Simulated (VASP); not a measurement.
Write the native input for VASP 6.6.1 that does the following.

```yaml
Task: band structure
Functional: TB-mBJ
Potentials_or_basis: VASP PAW PBE potentials, release 64 (Ca_sv, B)
Cutoff: 520 eV
k_mesh: 9 × 9 × 7
Occupations: fermi-dirac, width 0.05 eV
Spin: no spin polarisation
Further_INCAR_settings: ALGO = Normal; EDIFF = 1e-06
```

CaB2:

```
Ca B
1.0
     3.22643    0.00000    0.00000
    -1.61322    2.79417    0.00000
     0.00000    0.00000    4.06739
Ca B
1 2
Direct
  0.00000 0.00000 0.00000
  0.66667 0.33333 0.50000
  0.33333 0.66667 0.50000
```

The cell comes from a database or a generator and needn't be the stable form of this composition.

The input as run:

POSCAR

```
CaB2
1.0
    3.2264302843      0.0000000000      0.0000000000
   -1.6132151421      2.7941705897      0.0000000000
    0.0000000000      0.0000000000      4.0673920000
Ca B
1 2
Direct
    0.0000000000      0.0000000000      0.0000000000
    0.6666666667      0.3333333333      0.5000000000
    0.3333333333      0.6666666667      0.5000000000
```

INCAR.step1

```
  ALGO = Normal
  EDIFF = 1E-5
  ENCUT = 520
  GGA = PE
  ISIF = 2
  ISMEAR = -1
  LASPH = T
  LCHARG = F
  LREAL = F
  LWAVE = T
  NELM = 60
  PREC = Accurate
  SIGMA = 0.05
```

INCAR.step2

```
  ALGO = Normal
  EDIFF = 1E-6
  ENCUT = 520
  ISIF = 2
  ISMEAR = -1
  ISTART = 1
  LASPH = T
  LCHARG = F
  LREAL = F
  LWAVE = F
  METAGGA = MBJ
  NELM = 60
  PREC = Accurate
  SIGMA = 0.05
```

KPOINTS

```
k-points
0
Gamma
  9 9 7
```

KPOINTS_OPT

```
path GMKGALHA,LM,KH
10
line-mode
reciprocal
 0.0000000000  0.0000000000  0.0000000000  G
 0.5000000000  0.0000000000  0.0000000000  M

 0.5000000000  0.0000000000  0.0000000000  M
 0.3333333333  0.3333333333  0.0000000000  K

 0.3333333333  0.3333333333  0.0000000000  K
 0.0000000000  0.0000000000  0.0000000000  G

 0.0000000000  0.0000000000  0.0000000000  G
 0.0000000000  0.0000000000  0.5000000000  A

 0.0000000000  0.0000000000  0.5000000000  A
 0.5000000000  0.0000000000  0.5000000000  L

 0.5000000000  0.0000000000  0.5000000000  L
 0.3333333333  0.3333333333  0.5000000000  H

 0.3333333333  0.3333333333  0.5000000000  H
 0.0000000000  0.0000000000  0.5000000000  A

 0.5000000000  0.0000000000  0.5000000000  L
 0.5000000000  0.0000000000  0.0000000000  M

 0.3333333333  0.3333333333  0.0000000000  K
 0.3333333333  0.3333333333  0.5000000000  H
```

Potentials or basis: VASP PAW PBE potentials, release 64 (Ca_sv, B).

The run is started by

```sh
$ cat potpaw_PBE.64/Ca_sv/POTCAR potpaw_PBE.64/B/POTCAR > POTCAR
$ cp INCAR.step1 INCAR
$ mpirun -np 1 vasp_std > vasp.out
$ cp INCAR.step2 INCAR
$ mpirun -np 1 vasp_std > vasp.out
```

Results of the run:

The band gap along the path is none (metal or under the smearing width).

Wall time 97 s on 1 thread of Intel(R) Xeon(R) Platinum 8375C CPU @ 2.90GHz (Ice Lake) (shared host), peak memory 0.18 GiB.
